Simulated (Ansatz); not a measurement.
What a change of settings does to a run on InP

The cell was built from the zincblende type and relaxed in the same program, and has space group F-43m; it needn't be a known or the stable phase.

First run: DFT, PBEsol, PAW with Ansatz's default frozen-core files, scalar-relativistic (Ansatz 0.2.0).

Command: `ansatz run input.yaml --threads 1 --pin off --max-ram 2048MiB --backend cpu --events-out ev --progress --plain --runs-dir out` The run took 8.2 s on 1 thread of Arm Neoverse V1, with other jobs on the host, peak memory 0.39 GiB.

```yaml
crystal:
  lattice:
    - [0.0, 2.9798790903, 2.9798790903]
    - [2.9798790903, 0.0, 2.9798790903]
    - [2.9798790903, 2.9798790903, 0.0]
  atoms:
    - { symbol: In, position: [0.0, 0.0, 0.0] }
    - { symbol: P, position: [0.25, 0.25, 0.25] }
kpoints:
  mp_grid: { grid: [12, 12, 12] }
  band_path:
    path:
      - [0.0, 0.0, 0.0]
      - [-0.5, -0.5, 0.0]
      - [-0.375, -0.375, 0.25]
      - [-0.375, 0.0, 0.375]
      - [0.0, 0.0, 0.0]
      - [0.0, 0.0, 0.5]
      - [-0.5, -0.25, 0.25]
      - [-0.5, -0.5, 0.0]
    npoints: 5
scf:
  occupations: { method: fermi_dirac, width: 0.08 }
hamiltonian:
  xc: pbesol
  pseudopotentials: { kind: paw }
output:
  forces: true
  stress: true
  eigenvalues: true
  efg: { contact_densities: true }
```

Result: converged; pressure -2.49 GPa; gap on the k mesh 0.35 eV; 6 SCF iterations.

Spin–orbit coupling is left out, though it moves levels of the heavy atoms by tenths of an eV or more.

The input is then changed:

```diff
@@ -22,4 +22,5 @@
 scf:
   occupations: { method: fermi_dirac, width: 0.08 }
+  initial_density: { chi_scale: 0.3 }
 hamiltonian:
   xc: pbesol
@@ -30,3 +31,10 @@
   eigenvalues: true
   efg: { contact_densities: true }
+  write_density: true
+  write_potential: true
+  elf: true
+  volumetric_format: npy
+basis:
+  ecutwfc: "400 eV"
+accuracy: medium
```

Q: Predict the outcome of the changed run.

A: It converged; energy at zero smearing +0.5 meV/atom from the first run; pressure -2.49 GPa; gap on the k mesh 0.35 eV; 7 SCF iterations.

The results part of its log:

```
SCF 1 converged in 7 iterations: F = -6265.849213 eV  dr2 = 2.11e-8
  Residual-converged pass: ⟨swp⟩=1.0  Hψ=1224  notcnv=0  max |occ|·‖R‖ = 7.0e-9 eV (tolerance 1.0e-8 eV)  dr2=2.11e-8  dr2_onsite=1.34e-9  max |Δocc| = 2.1e-10
  greatest PAW one-centre occupation: 0.981 electrons in one spin orbital (limit 2), on the In atom at site 0 (counted from 0), in its partial waves of l = 2
NSCF: frozen V_eff on 36 k-points
SCF converged after 7 iterations
Free energy (F): -6265.849213 eV
Harris-Foulkes:  -6265.849213 eV  (|F-HF|=1.52e-9)
Internal energy: -6265.848956 eV  (E = F + TS)
E sigma→0 (E₀):  -6265.849084 eV
Entropy (-TS):   -0.000257 eV (-0.129 meV/atom)
Fermi energy:    6.571676 eV
--- Per-component energies (eV) ---
  E_band       = -62.984767
  E_kinetic    = 311.995371
  E_local      = -1429.155466  (includes V_loc(G=0)·N_el)
  E_nonlocal   = 402.655925
  E_hartree    = 561.237990
  E_xc         = -273.412697
  E_vxc        = -159.252084  (∫ρ·V_xc dr)
  E_paw        = -4638.971977  (= ΣΔE_a)
  E_vpaw       = -311.702295  (= ΣTr[D̂ρ^β])
  E_aug_tail   = 0.000028  (compensation charges beyond the density's cutoff)
  E_ewald      = -1200.480128
  E_core_change = 0.281999  (= ΣΔE_core)
  E_smearing   = -0.000257  (= −TS)
  E_closure    = 0.000000  (closes the sum)
  Σ components = -6265.849213   (vs F -6265.849213, Δ=0.00e0)
--- Forces (eV/Å), atoms counted from 1 ---
  atom   1  In     0.00000000    -0.00000000    -0.00000000
  atom   2  P     -0.00000000    -0.00000000     0.00000000
  max |Σ_I F_I| component: 5.32e-17 eV/Å
--- Stress (GPa, compression-positive) ---
       -2.487383      -0.000000      -0.000000
       -0.000000      -2.487383       0.000000
       -0.000000       0.000000      -2.487383
  P = ⅓ Tr σ = -2.4874 GPa (-24.874 kbar)
--- PAW observables at the nuclei: V_zz in 10²¹ V/m², potentials from the cell's mean, atoms counted from 1 ---
  atom   1  In V_zz =    +0.000000   η = 0.0000   by run symmetry: forbidden
            electrostatic potential = -7935.601317 V   contact ρ = 1131351.946839 e/Å³
  atom   2  P  V_zz =    -0.000000   η = 0.0000   by run symmetry: forbidden
            electrostatic potential = -1494.240397 V   contact ρ = 15963.719021 e/Å³
--- Band table (eV; the first three rows and the last of 72) ---
  k-point 0: bands = ["-7.7897", "-7.7897", "-7.7897", "-7.6580", "-7.6580", "-4.9386", "6.2728", "6.2728", "6.2728", "6.6209", "10.2838", "10.2838", "10.2838"]
  k-point 1: bands = ["-7.7969", "-7.7868", "-7.7868", "-7.6580", "-7.6580", "-4.8642", "5.2896", "6.1903", "6.1903", "7.3715", "10.2944", "10.4103", "10.4103"]
  k-point 2: bands = ["-7.8159", "-7.7791", "-7.7791", "-7.6576", "-7.6576", "-4.6473", "4.0727", "5.9879", "5.9879", "7.8213", "10.5997", "10.7014", "10.7014"]
  k-point 71: bands = ["-7.9180", "-7.7389", "-7.7072", "-7.6757", "-7.6450", "-2.6794", "0.8144", "3.4782", "3.5292", "10.4093", "10.4610", "11.6179", "12.3472"]
```
